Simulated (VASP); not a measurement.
# PbS: convergence, cohesive energy

PbS, Cmcm (no. 63), 4 atoms in the cell. R2SCAN; PAW potentials Pb_d, S (PBE set). VASP 6.6.1.

Wanted: cohesive energy within 0.01 eV/atom.

The series start from Cutoff ENCUT (eV): 340; box of the atom (Å): 12; SIGMA of the atom: 0.002; ALGO of the atom: All; k spacing (1/Å): 0.3; SIGMA of the crystal: 0.05; PREC: Accurate; LASPH: .TRUE.. Each series keeps the choices made before it, and each single choice may use up half of a tolerance. Times cover all steps of a run.

## Cutoff ENCUT (eV)

| Cutoff ENCUT (eV) | Cohesive energy (eV/atom) | Time (s) |
|---|---|---|
| 210 | 3.492 | 78 |
| 260 | 3.492 | 128 |
| 300 | 3.493 | 352 |
| 340 | 3.493 | 295 |
| 390 | 3.493 | 225 |
| 470 (reference) | 3.492 | 374 |

Chosen: 210, the loosest value from which every tighter one stays within half of the tolerance.

## Box of the atom (Å)

| Box of the atom (Å) | Cohesive energy (eV/atom) | Time (s) |
|---|---|---|
| 6 | 3.631 | 44 |
| 8 | 3.514 | 49 |
| 10 | 3.494 | 58 |
| 12 | 3.492 | 78 |
| 15 (reference) | 3.492 | 293 |

Chosen: 10.

## SIGMA of the atom

| SIGMA of the atom | Cohesive energy (eV/atom) | Time (s) |
|---|---|---|
| 0.2 | 3.530 | 77 |
| 0.1 | 3.494 | 101 |
| 0.05 | 3.494 | 79 |
| 0.01 | 3.494 | 64 |
| 0.002 (reference) | 3.494 | 58 |

Chosen: 0.1.

## ALGO of the atom

| ALGO of the atom | Cohesive energy (eV/atom) | Time (s) |
|---|---|---|
| All | 3.494 | 101 |
| Normal | 3.767 | 89 |
| Normal, gentle mixing | 3.767 | 67 |
| Damped | no result | 144 |

Chosen: All; no other choice that stays within half of the tolerance saves 30 % of the time.

## k spacing (1/Å)

| k spacing (1/Å) | Cohesive energy (eV/atom) | Time (s) |
|---|---|---|
| 0.8 | 3.291 | 66 |
| 0.55 | 3.502 | 68 |
| 0.4 | 3.496 | 76 |
| 0.3 | 3.494 | 101 |
| 0.2 (reference) | 3.494 | 133 |

Chosen: 0.4.

## SIGMA of the crystal

| SIGMA of the crystal | Cohesive energy (eV/atom) | Time (s) |
|---|---|---|
| 0.2 | 3.496 | 76 |
| 0.1 | 3.496 | 76 |
| 0.05 | 3.496 | 76 |
| 0.01 (reference) | 3.496 | 76 |

Chosen: 0.2.

## PREC

| PREC | Cohesive energy (eV/atom) | Time (s) |
|---|---|---|
| Accurate | 3.496 | 76 |
| Normal | 3.473 | 70 |

Chosen: Accurate.

## LASPH

| LASPH | Cohesive energy (eV/atom) | Time (s) |
|---|---|---|
| .TRUE. | 3.496 | 76 |
| .FALSE. | 3.436 | 46 |

Chosen: .TRUE..

## All choices together

| Input | Cohesive energy (eV/atom) | Time (s) |
|---|---|---|
| program defaults (spin kept) (naive) | 3.773 | 23 |
| chosen settings | 3.496 | 76 |
| reference settings throughout | 3.492 | 859 |

The tolerance is met.

## The input

INCAR.step1:
```
  ALGO = All
  EDIFF = 1E-6
  ENCUT = 210
  ISEARCH = 1
  ISMEAR = 0
  ISPIN = 2
  ISYM = 0
  LASPH = T
  LCHARG = F
  LMAXMIX = 4
  LMIXTAU = T
  LREAL = F
  LWAVE = F
  MAGMOM = 2
  METAGGA = R2SCAN
  NBANDS = 13
  NELM = 300
  PREC = Accurate
  SIGMA = 0.1
```

INCAR.step2, as INCAR.step1 but for:
```
- NBANDS = 13
+ NBANDS = 9
```

INCAR.step3:
```
  ALGO = Normal
  EDIFF = 1E-6
  ENCUT = 210
  ISMEAR = 0
  KPAR = 4
  LASPH = T
  LCHARG = F
  LMIXTAU = T
  LREAL = F
  LWAVE = F
  METAGGA = R2SCAN
  NELM = 120
  PREC = Accurate
  SIGMA = 0.2
```

KPOINTS.step1:
```
Automatic mesh
0
Gamma
  1 1 1
  0 0 0
```

KPOINTS.step3:
```
Automatic mesh
0
Gamma
  4 4 4
  0 0 0
```

POSCAR.step1:
```
Pb
1.0
   10.0000000000      0.0000000000      0.0000000000
    0.0000000000     10.4000000000      0.0000000000
    0.0000000000      0.0000000000     10.8000000000
Pb
1
Direct
    0.5000000000      0.5000000000      0.5000000000
```

POSCAR.step2:
```
S
1.0
   10.0000000000      0.0000000000      0.0000000000
    0.0000000000     10.4000000000      0.0000000000
    0.0000000000      0.0000000000     10.8000000000
S
1
Direct
    0.5000000000      0.5000000000      0.5000000000
```

POSCAR.step3:
```
PbS
1.0
    6.3396316839      0.0000000000      0.0000000000
   -4.9725013274      3.9325768189      0.0000000000
    0.0000000000      0.0000000000      4.2712622028
Pb S
2 2
Direct
    0.1305633500      0.8694366500      0.2500000000
    0.8699332740      0.1300667260      0.7500000000
    0.3545623548      0.6454376452      0.2500000000
    0.6459342692      0.3540657308      0.7500000000
```

Commands (each step's output is kept before the next begins):
```
cat potpaw_PBE.64/Pb_d/POTCAR > POTCAR
cp INCAR.step1 INCAR
cp KPOINTS.step1 KPOINTS
cp POSCAR.step1 POSCAR
mpirun -np 4 vasp_gam > vasp.out
cat potpaw_PBE.64/S/POTCAR > POTCAR
rm WAVECAR CHG
cp INCAR.step2 INCAR
cp POSCAR.step2 POSCAR
mpirun -np 4 vasp_gam > vasp.out
cat potpaw_PBE.64/Pb_d/POTCAR potpaw_PBE.64/S/POTCAR > POTCAR
rm WAVECAR CHG
cp INCAR.step3 INCAR
cp KPOINTS.step3 KPOINTS
cp POSCAR.step3 POSCAR
mpirun -np 4 vasp_std > vasp.out
```

The chosen input took VASP 6.6.1 76 s on 4 cores (AMD EPYC 9R45 (Zen 5)), a shared host.

## An input that fails: free atom kept spherical by wide smearing

It runs to its end, but against the unchanged starting input it is off by 0.124 eV/atom in the cohesive energy.

Changes against the starting input:
```
- SIGMA = 0.002
- ALGO = All
- ISYM = 0
- ISEARCH = 1
+ SIGMA = 0.5
+ ALGO = Normal
+ ISYM = 2
```
